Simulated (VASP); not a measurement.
# Shielding tensors and field gradients of BN, part 3 of 4

What are the shielding tensors of BN? The cell has space group P6_3/mmc. The start is a cell from a database of measured crystal structures.

VASP 6.6.1, plane waves and PAW; the level of theory is named at each step.

So far. Step 2 (Ground state): The cell has a gap of 4.42 eV on this mesh and a pressure of +5.2 GPa, which holds the misfit of the given cell and coordinates with this functional, and any error of cutoff, mesh and data sets.

The database entry behind the starting cell differs from later determinations by our own check (about 0.3 % short, minor phase), so it need not match the best structure at ambient conditions.

### Step 4. Another functional, PAW release LDA 64

This step: chemical shifts by linear response (GIPAW), LDA; plane waves and PAW (N, B) (VASP 6.6.1).

The functional is changed, to see how much the shieldings depend on it.

File INCAR:

```
SYSTEM = BN
PREC = Accurate
ENCUT = 560
EDIFF = 1E-09
NELM = 100
ISMEAR = 0
SIGMA = 0.01
LREAL = .FALSE.
ALGO = Normal
GGA = CA
NBANDS = 14
LWAVE = .FALSE.
LCHARG = .FALSE.
KPAR = 2
LCHIMAG = .TRUE.
LEFG = .TRUE.
DQ = 0.001
ICHIBARE = 1
LNMR_SYM_RED = .TRUE.
```

File POSCAR:

```
BN
1.0
    2.4982400000      0.0000000000      0.0000000000
   -1.2491200000      2.1635393048      0.0000000000
    0.0000000000      0.0000000000      6.6357000000
N B
2 2
Direct
    0.6666666667      0.3333333333      0.2500000000
    0.3333333333      0.6666666667      0.7500000000
    0.6666666667      0.3333333333      0.7500000000
    0.3333333333      0.6666666667      0.2500000000
```

File KPOINTS:

```
Automatic mesh
0
Gamma
9 9 3
0 0 0
```

PAW data sets: N and B (LDA family, release 64).

Run with:

```
mpirun -np 2 vasp_std
```

The log of the run:

```text
[banner, memory and clock lines left out]
running    2 mpi-ranks, on    1 nodes
 distrk:  each k-point on    1 cores,    2 groups
 distr:  one band on    1 cores,    1 groups

 POSCAR found type information on POSCAR N B
 POSCAR found :  2 types and       4 ions
 LDA part: xc-table for (Slater(with rela. corr.)+CA(PZ))
 , standard interpolation
 POSCAR, INCAR and KPOINTS ok, starting setup
 FFT: planning ... GRIDC
 FFT: planning ... GRID_SOFT
 FFT: planning ... GRID
 WAVECAR not read
 entering main loop
       N       E                     dE             d eps       ncg     rms          rms(c)
DAV:   1     0.522277155342E+02    0.52228E+02   -0.84722E+03   672   0.112E+03
DAV:   2    -0.387434633567E+02   -0.90971E+02   -0.82119E+02   898   0.236E+02
DAV:   3    -0.425589683244E+02   -0.38155E+01   -0.37896E+01   912   0.486E+01
DAV:   4    -0.425884414141E+02   -0.29473E-01   -0.29470E-01   756   0.478E+00
DAV:   5    -0.425887758178E+02   -0.33440E-03   -0.33430E-03   906   0.477E-01    0.111E+01
DAV:   6    -0.390621779347E+02    0.35266E+01   -0.70743E+00   756   0.207E+01    0.483E+00
DAV:   7    -0.387010991000E+02    0.36108E+00   -0.45071E-01   834   0.519E+00    0.295E+00
DAV:   8    -0.385828296634E+02    0.11827E+00   -0.31158E-01   822   0.392E+00    0.431E-01
DAV:   9    -0.385784238852E+02    0.44058E-02   -0.15918E-02   780   0.993E-01    0.180E-01
DAV:  10    -0.385784024535E+02    0.21432E-04   -0.63493E-04   804   0.216E-01    0.248E-02
DAV:  11    -0.385784179973E+02   -0.15544E-04   -0.24737E-05   822   0.439E-02    0.181E-02
DAV:  12    -0.385784175802E+02    0.41704E-06   -0.64648E-06   792   0.195E-02    0.120E-03
DAV:  13    -0.385784175676E+02    0.12606E-07   -0.33979E-07   846   0.420E-03    0.539E-04
DAV:  14    -0.385784175732E+02   -0.55977E-08   -0.43062E-09   786   0.547E-04    0.432E-05
DAV:  15    -0.385784175733E+02   -0.29331E-10   -0.18309E-10   636   0.107E-04
ion   1
     0.0000000     0.0000000     0.0000000    -8.8193179    -0.0000000    -0.0000000
     0.0000281     0.0000000     0.0000000    -8.8193179    -0.0000000    -0.0000000
     0.0000381     0.0000000     0.0000000    -8.8193179    -0.0000000    -0.0000000
     0.0000517     0.0000000     0.0000000    -8.8193179    -0.0000000    -0.0000000
     0.0000701     0.0000000     0.0000000    -8.8193178    -0.0000000    -0.0000000

     0.0000000     0.0000000     0.0000000   -12.4495851    -0.0000000    -0.0000000
     0.0000281     0.0000000     0.0000000   -12.4495843    -0.0000000    -0.0000000
     0.0000381     0.0000000     0.0000000   -12.4495837    -0.0000000    -0.0000000
     0.0000517     0.0000000     0.0000000   -12.4495827    -0.0000000    -0.0000000
     0.0000701     0.0000000     0.0000000   -12.4495811    -0.0000000    -0.0000000

ion   2
     0.0000000     0.0000000     0.0000000    -8.8193179    -0.0000000    -0.0000000
     0.0000281     0.0000000     0.0000000    -8.8193179    -0.0000000    -0.0000000
     0.0000381     0.0000000     0.0000000    -8.8193179    -0.0000000    -0.0000000
     0.0000517     0.0000000     0.0000000    -8.8193179    -0.0000000    -0.0000000
     0.0000701     0.0000000     0.0000000    -8.8193178    -0.0000000    -0.0000000

     0.0000000     0.0000000     0.0000000   -12.4495851    -0.0000000    -0.0000000
     0.0000281     0.0000000     0.0000000   -12.4495843    -0.0000000    -0.0000000
     0.0000381     0.0000000     0.0000000   -12.4495837    -0.0000000    -0.0000000
     0.0000517     0.0000000     0.0000000   -12.4495827    -0.0000000    -0.0000000
     0.0000701     0.0000000     0.0000000   -12.4495811    -0.0000000    -0.0000000

ion   3
     0.0000000    -0.0000000    -0.0000000   -26.0735113     0.0000000    -0.0000000
     0.0000257    -0.0000000    -0.0000000   -26.0735112     0.0000000    -0.0000000
     0.0000354    -0.0000000    -0.0000000   -26.0735112     0.0000000    -0.0000000
     0.0000487    -0.0000000    -0.0000000   -26.0735111     0.0000000    -0.0000000
     0.0000671    -0.0000000    -0.0000000   -26.0735109     0.0000000    -0.0000000

     0.0000000    -0.0000000    -0.0000000   -35.2496387     0.0000000    -0.0000000
     0.0000257    -0.0000000    -0.0000000   -35.2496375     0.0000000    -0.0000000
     0.0000354    -0.0000000    -0.0000000   -35.2496366     0.0000000    -0.0000000
     0.0000487    -0.0000000    -0.0000000   -35.2496350     0.0000000    -0.0000000
     0.0000671    -0.0000000    -0.0000000   -35.2496324     0.0000000    -0.0000000

ion   4
     0.0000000    -0.0000000    -0.0000000   -26.0735113    -0.0000000    -0.0000000
     0.0000257    -0.0000000    -0.0000000   -26.0735112    -0.0000000    -0.0000000
     0.0000354    -0.0000000    -0.0000000   -26.0735112    -0.0000000    -0.0000000
     0.0000487    -0.0000000    -0.0000000   -26.0735111    -0.0000000    -0.0000000
     0.0000671    -0.0000000    -0.0000000   -26.0735109    -0.0000000    -0.0000000

     0.0000000    -0.0000000    -0.0000000   -35.2496387    -0.0000000    -0.0000000
     0.0000257    -0.0000000    -0.0000000   -35.2496375    -0.0000000    -0.0000000
     0.0000354    -0.0000000    -0.0000000   -35.2496366    -0.0000000    -0.0000000
     0.0000487    -0.0000000    -0.0000000   -35.2496350    -0.0000000    -0.0000000
     0.0000671    -0.0000000    -0.0000000   -35.2496324    -0.0000000    -0.0000000

   1 F= -.38578418E+02 E0= -.38578418E+02  d E =-.645538E-41
DAV:   1    -0.783814788235E+02   -0.78381E+02    0.14052E-10   460   0.154E-05
DAV:   2    -0.783814788235E+02   -0.58265E-11   -0.10398E-12   460   0.415E-06
BDIR= 1  IDIR= 2  IQ= -1
DAV:   1    -0.156743992789E+03   -0.15674E+03   -0.97513E-03  1592   0.739E-01
DAV:   2    -0.156744027769E+03   -0.34980E-04   -0.34980E-04  1772   0.153E-01
DAV:   3    -0.156744027884E+03   -0.11477E-06   -0.11476E-06  1742   0.865E-03
DAV:   4    -0.156744027885E+03   -0.11100E-08   -0.11143E-08  1722   0.843E-04
DAV:   5    -0.156744027885E+03   -0.85265E-12   -0.15667E-10  1294   0.797E-05
       N       E                     dE             d eps       ncg     rms
RMM:   1    -0.563341059154E+02   -0.56334E+02   -0.60716E+01  2430   0.469E+01
RMM:   2    -0.572108013337E+02   -0.87670E+00   -0.23530E+00  2791   0.673E+00
RMM:   3    -0.572708108604E+02   -0.60010E-01   -0.57258E-02  2817   0.946E-01
RMM:   4    -0.572727628899E+02   -0.19520E-02   -0.46781E-03  2868   0.187E-01
RMM:   5    -0.572729001141E+02   -0.13722E-03   -0.19522E-04  2858   0.374E-02
RMM:   6    -0.572729073378E+02   -0.72237E-05   -0.16363E-05  2819   0.883E-03
RMM:   7    -0.572729080340E+02   -0.69613E-06   -0.79487E-07  2602   0.189E-03
RMM:   8    -0.572729080752E+02   -0.41234E-07   -0.10542E-07  2297   0.514E-04
[...]
RLQ:   5    -0.438608333176E+00   -0.62567E-06   -0.10472E-06  2472   0.259E-03
RLQ:   6    -0.438608382949E+00   -0.49774E-07   -0.75683E-08  2121   0.616E-04
RLQ:   7    -0.438608386778E+00   -0.38283E-08   -0.84479E-09  1761   0.176E-04
RLQ:   8    -0.438608387236E+00   -0.45840E-09   -0.61275E-10  1464   0.691E-05
BDIR= 3  IDIR= 1  IQ= -1
DAV:   1    -0.156763680500E+03   -0.15676E+03   -0.97430E-03  1620   0.740E-01
DAV:   2    -0.156763716239E+03   -0.35740E-04   -0.35740E-04  1694   0.152E-01
DAV:   3    -0.156763716351E+03   -0.11139E-06   -0.11136E-06  1792   0.830E-03
DAV:   4    -0.156763716352E+03   -0.84788E-09   -0.83381E-09  1774   0.756E-04
       N       E                     dE             d eps       ncg     rms
RMM:   1    -0.566848472549E+02   -0.56685E+02   -0.11910E+02  2686   0.461E+01
RMM:   2    -0.579845082194E+02   -0.12997E+01   -0.19921E+00  2935   0.566E+00
RMM:   3    -0.580500014536E+02   -0.65493E-01   -0.79941E-02  2926   0.865E-01
RMM:   4    -0.580530580401E+02   -0.30566E-02   -0.52355E-03  2967   0.183E-01
RMM:   5    -0.580533012435E+02   -0.24320E-03   -0.37735E-04  2957   0.422E-02
RMM:   6    -0.580533178246E+02   -0.16581E-04   -0.30745E-05  2890   0.104E-02
RMM:   7    -0.580533192342E+02   -0.14096E-05   -0.22654E-06  2549   0.274E-03
RMM:   8    -0.580533193773E+02   -0.14304E-06   -0.29358E-07  2224   0.779E-04
RMM:   9    -0.580533193870E+02   -0.97909E-08   -0.17400E-08  2025   0.199E-04
RMM:  10    -0.580533193878E+02   -0.75969E-09   -0.14828E-09  1855   0.776E-05
BDIR= 3  IDIR= 1  IQ=  0
DAV:   1    -0.156762956000E+03   -0.15676E+03   -0.15531E-11   886   0.323E-05
DAV:   2    -0.156762956000E+03   -0.44622E-11    0.25427E-13   892   0.858E-06
       N       E                     dE             d eps       ncg     rms
RMM:   1    -0.567660746464E+02   -0.56766E+02   -0.12005E+02  2687   0.461E+01
RMM:   2    -0.580453310994E+02   -0.12793E+01   -0.19901E+00  2938   0.561E+00
RMM:   3    -0.581039254171E+02   -0.58594E-01   -0.72811E-02  2920   0.835E-01
RMM:   4    -0.581066461989E+02   -0.27208E-02   -0.45389E-03  2965   0.174E-01
RMM:   5    -0.581068517474E+02   -0.20555E-03   -0.34071E-04  2960   0.395E-02
RMM:   6    -0.581068660869E+02   -0.14339E-04   -0.24017E-05  2874   0.956E-03
RMM:   7    -0.581068673258E+02   -0.12389E-05   -0.20695E-06  2525   0.257E-03
RMM:   8    -0.581068674568E+02   -0.13101E-06   -0.25299E-07  2214   0.730E-04
RMM:   9    -0.581068674661E+02   -0.92897E-08   -0.16964E-08  2031   0.192E-04
RMM:  10    -0.581068674668E+02   -0.73620E-09   -0.15512E-09  1853   0.753E-05
BDIR= 3  IDIR= 1  IQ=  1
DAV:   1    -0.156762160039E+03   -0.15676E+03   -0.97292E-03  1620   0.740E-01
DAV:   2    -0.156762195754E+03   -0.35715E-04   -0.35715E-04  1700   0.152E-01
DAV:   3    -0.156762195867E+03   -0.11306E-06   -0.11307E-06  1786   0.833E-03
DAV:   4    -0.156762195868E+03   -0.87283E-09   -0.85515E-09  1762   0.764E-04
       N       E                     dE             d eps       ncg     rms
RMM:   1    -0.568181168986E+02   -0.56818E+02   -0.12020E+02  2686   0.461E+01
RMM:   2    -0.580983669225E+02   -0.12803E+01   -0.19901E+00  2938   0.561E+00
RMM:   3    -0.581568487294E+02   -0.58482E-01   -0.72698E-02  2928   0.835E-01
RMM:   4    -0.581595719786E+02   -0.27232E-02   -0.45519E-03  2967   0.175E-01
RMM:   5    -0.581597780288E+02   -0.20605E-03   -0.34391E-04  2958   0.396E-02
RMM:   6    -0.581597924751E+02   -0.14446E-04   -0.24134E-05  2887   0.959E-03
RMM:   7    -0.581597937432E+02   -0.12681E-05   -0.23255E-06  2554   0.258E-03
RMM:   8    -0.581597938541E+02   -0.11093E-06   -0.23285E-07  2218   0.712E-04
RMM:   9    -0.581597938623E+02   -0.81628E-08   -0.12699E-08  2024   0.185E-04
RMM:  10    -0.581597938629E+02   -0.69157E-09   -0.13717E-09  1843   0.751E-05
BDIR= 3  IDIR= 2  IQ= -1
DAV:   1    -0.156743992789E+03   -0.15674E+03   -0.97513E-03  1592   0.739E-01
DAV:   2    -0.156744027769E+03   -0.34980E-04   -0.34980E-04  1772   0.153E-01
DAV:   3    -0.156744027884E+03   -0.11476E-06   -0.11476E-06  1742   0.865E-03
DAV:   4    -0.156744027885E+03   -0.11258E-08   -0.11143E-08  1722   0.843E-04
DAV:   5    -0.156744027885E+03   -0.21373E-10   -0.15756E-10  1294   0.797E-05
       N       E                     dE             d eps       ncg     rms
RMM:   1    -0.568766437648E+02   -0.56877E+02   -0.12084E+02  2622   0.462E+01
RMM:   2    -0.580283002434E+02   -0.11517E+01   -0.17136E+00  2844   0.553E+00
RMM:   3    -0.580793969234E+02   -0.51097E-01   -0.69148E-02  2853   0.799E-01
RMM:   4    -0.580817917772E+02   -0.23949E-02   -0.37153E-03  2876   0.161E-01
RMM:   5    -0.580819513740E+02   -0.15960E-03   -0.29661E-04  2860   0.360E-02
RMM:   6    -0.580819640412E+02   -0.12667E-04   -0.20365E-05  2753   0.858E-03
RMM:   7    -0.580819649688E+02   -0.92752E-06   -0.16777E-06  2376   0.224E-03
RMM:   8    -0.580819650741E+02   -0.10531E-06   -0.20084E-07  2077   0.624E-04
RMM:   9    -0.580819650805E+02   -0.64343E-08   -0.13327E-08  1895   0.173E-04
RMM:  10    -0.580819650810E+02   -0.44846E-09   -0.72379E-10  1695   0.691E-05
BDIR= 3  IDIR= 2  IQ=  0
DAV:   1    -0.156762956000E+03   -0.15676E+03   -0.15572E-11   886   0.323E-05
DAV:   2    -0.156762956000E+03   -0.29104E-10   -0.20144E-13   892   0.858E-06
       N       E                     dE             d eps       ncg     rms
RMM:   1    -0.568945135309E+02   -0.56895E+02   -0.12134E+02  2622   0.462E+01
RMM:   2    -0.580526354597E+02   -0.11581E+01   -0.17270E+00  2840   0.553E+00
RMM:   3    -0.581042775178E+02   -0.51642E-01   -0.69669E-02  2841   0.801E-01
RMM:   4    -0.581066924682E+02   -0.24150E-02   -0.37562E-03  2875   0.162E-01
RMM:   5    -0.581068537531E+02   -0.16128E-03   -0.29942E-04  2858   0.362E-02
RMM:   6    -0.581068665230E+02   -0.12770E-04   -0.20644E-05  2754   0.864E-03
RMM:   7    -0.581068674601E+02   -0.93703E-06   -0.16810E-06  2372   0.225E-03
RMM:   8    -0.581068675661E+02   -0.10599E-06   -0.20421E-07  2079   0.627E-04
RMM:   9    -0.581068675725E+02   -0.64267E-08   -0.13233E-08  1892   0.173E-04
RMM:  10    -0.581068675729E+02   -0.44133E-09   -0.71101E-10  1694   0.686E-05
BDIR= 3  IDIR= 2  IQ=  1
DAV:   1    -0.156781848947E+03   -0.15678E+03   -0.97324E-03  1592   0.739E-01
DAV:   2    -0.156781884218E+03   -0.35271E-04   -0.35271E-04  1772   0.153E-01
DAV:   3    -0.156781884336E+03   -0.11845E-06   -0.11850E-06  1742   0.874E-03
DAV:   4    -0.156781884338E+03   -0.11815E-08   -0.11616E-08  1710   0.854E-04
DAV:   5    -0.156781884338E+03   -0.23448E-10   -0.16677E-10  1282   0.807E-05
       N       E                     dE             d eps       ncg     rms
RMM:   1    -0.569125961508E+02   -0.56913E+02   -0.12146E+02  2622   0.462E+01
RMM:   2    -0.580764500556E+02   -0.11639E+01   -0.17377E+00  2840   0.554E+00
RMM:   3    -0.581285377631E+02   -0.52088E-01   -0.70113E-02  2850   0.803E-01
RMM:   4    -0.581309711148E+02   -0.24334E-02   -0.37936E-03  2873   0.162E-01
RMM:   5    -0.581311340089E+02   -0.16289E-03   -0.30247E-04  2860   0.363E-02
RMM:   6    -0.581311468513E+02   -0.12842E-04   -0.20827E-05  2749   0.867E-03
RMM:   7    -0.581311477952E+02   -0.94391E-06   -0.16851E-06  2370   0.226E-03
RMM:   8    -0.581311479018E+02   -0.10660E-06   -0.20760E-07  2082   0.631E-04
RMM:   9    -0.581311479082E+02   -0.64244E-08   -0.13166E-08  1899   0.173E-04
RMM:  10    -0.581311479086E+02   -0.43666E-09   -0.70522E-10  1697   0.689E-05
       N       E                     dE             d eps       ncg     rms
RLQ:   1    -0.377735569220E+00   -0.37774E+00   -0.47284E-01  1822   0.493E+00
RLQ:   2    -0.382364510222E+00   -0.46289E-02   -0.78861E-03  2144   0.325E-01
RLQ:   3    -0.382533131367E+00   -0.16862E-03   -0.16574E-04  2202   0.384E-02
RLQ:   4    -0.382539191071E+00   -0.60597E-05   -0.87587E-06  2186   0.681E-03
RLQ:   5    -0.382539555130E+00   -0.36406E-06   -0.63830E-07  2016   0.151E-03
RLQ:   6    -0.382539593700E+00   -0.38571E-07   -0.55810E-08  1489   0.383E-04
RLQ:   7    -0.382539596983E+00   -0.32830E-08   -0.85563E-09  1298   0.127E-04
RLQ:   8    -0.382539597187E+00   -0.20338E-09   -0.26883E-10  1091   0.526E-05
```

Wall time 2.8 min (2 MPI ranks of Intel Xeon 6975P-C (Granite Rapids), shared host); peak memory 0.5 GiB; 5.2 min of CPU time.

(Part 3 of 4 ends here.)

[Lines on the potential files, build, host, timing and source positions are cut from VASP's logs without a mark.]

[Logs are printed without paths, hosts, clocks, repeated set-up lines and the standing remarks that a program may print on its own settings, such as how far it seeks lower states.]

[Hosts, paths, dates, database ids (printed as entryN), source tags and the programs' standing remarks are cut or masked in the printed files.]
